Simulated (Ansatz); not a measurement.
# GeS: properties at the relaxed cell

One table from this session's results is given with a row withheld; the runs are named, their logs left out.

Computed with Ansatz 0.2.0 (DFT PBE+D3(BJ), scalar-relativistic, plane waves, PAW, unless a step's input says otherwise).

1 further run of the same task is left out (set aside as unsound or not needed).

## The starting structure

Symmetry: Pnma, No. 62, orthorhombic system. Conventional cell: a = 10.656 Å, b = 3.679 Å, c = 4.358 Å, α = 90.00°, β = 90.00°, γ = 90.00°. Ge (site symmetry m) is surrounded by 3 S at 2.46 Å. S (site symmetry m) has 3 Ge at 2.46 Å as nearest neighbours.

As a file:

```cif
data_structure
_symmetry_space_group_name_H-M 'P 1'
_symmetry_Int_Tables_number 1
_cell_length_a 10.6563
_cell_length_b 3.6794
_cell_length_c 4.3581
_cell_angle_alpha 90.000
_cell_angle_beta 90.000
_cell_angle_gamma 90.000
_cell_volume 170.87
loop_
_atom_site_label
_atom_site_type_symbol
_atom_site_fract_x
_atom_site_fract_y
_atom_site_fract_z
_atom_site_occupancy
Ge1 Ge 0.12445 0.25000 0.13524 1
Ge2 Ge 0.37555 0.75000 0.63524 1
Ge3 Ge 0.62445 0.25000 0.36476 1
Ge4 Ge 0.87555 0.75000 0.86476 1
S1 S 0.84939 0.25000 0.49492 1
S2 S 0.65061 0.75000 0.99492 1
S3 S 0.34939 0.25000 0.00508 1
S4 S 0.15061 0.75000 0.50508 1
```

It is the result of an earlier relaxation at this level (volume 21.36 Å³/atom; gap on the mesh: 1.24 eV).

The first run:

The input, input.yaml:

```yaml
crystal:
  lattice:
    - [10.6563156435, 0.0, 0.0]
    - [0.0, 3.6793767042, 0.0]
    - [0.0, 0.0, 4.3580862059]
  atoms:
    - { symbol: Ge, position: [0.1244538396, 0.25, 0.1352405827] }
    - { symbol: Ge, position: [0.3755461604, 0.75, 0.6352405827] }
    - { symbol: Ge, position: [0.6244538396, 0.25, 0.3647594173] }
    - { symbol: Ge, position: [0.8755461604, 0.75, 0.8647594173] }
    - { symbol: S, position: [0.8493944104, 0.25, 0.4949234723] }
    - { symbol: S, position: [0.6506055896, 0.75, -0.0050765277] }
    - { symbol: S, position: [0.3493944104, 0.25, 1.0050765277] }
    - { symbol: S, position: [0.1506055896, 0.75, 0.5050765277] }
basis:
  ecutwfc: 420
kpoints:
  mp_grid: { grid: [4, 8, 6] }
hamiltonian:
  xc: pbesol
scf:
  occupations: { method: gaussian, width: 0.02 }
output:
  forces: true
  stress: true
  eigenvalues: true
relax:
  adjacent_minimum: "off"
  f_tol: 0.005
  max_steps: 50
  cell: { stress_tol: 0.05 }
```

Started as:

```bash
> ansatz run input.yaml --threads 4 --pin off --max-ram 10240MiB --backend cpu --events-out ev --progress --plain --runs-dir out
```

Steps of the session up to this table: Relaxing with PBEsol; The cell under PBE; The cell under LDA; Relaxing with r2SCAN.

One table of the session follows, with a row left open; its other results are not shown here.

It belongs to the step «One structure, several functionals». 

| functional | a (Å) | b (Å) | c (Å) | volume (Å³/atom) | gap on the mesh (eV) |
| --- | --- | --- | --- | --- | --- |
| PBE+D3(BJ) | 10.656 | 3.679 | 4.358 | 21.36 | 1.24 |
| PBEsol | 10.294 | 3.664 | 4.149 | 19.56 | 0.83 |
| PBE | 10.783 | 3.667 | 4.454 | 22.02 | 1.24 |
| LDA | ? | ? | ? | ? | ? |
| r2SCAN | 10.827 | 3.591 | 4.547 | 22.09 | 1.36 |

Estimate the missing values for LDA.

The run gave: a (Å): 10.185; b (Å): 3.642; c (Å): 4.087; volume (Å³/atom): 18.95; gap on the mesh (eV): 0.72. In the column «a (Å)» it is the lowest.

Caveats from the session: Warnings in the runs' records: relaxed geometry near dispersion switch, dispersion switch in reach.
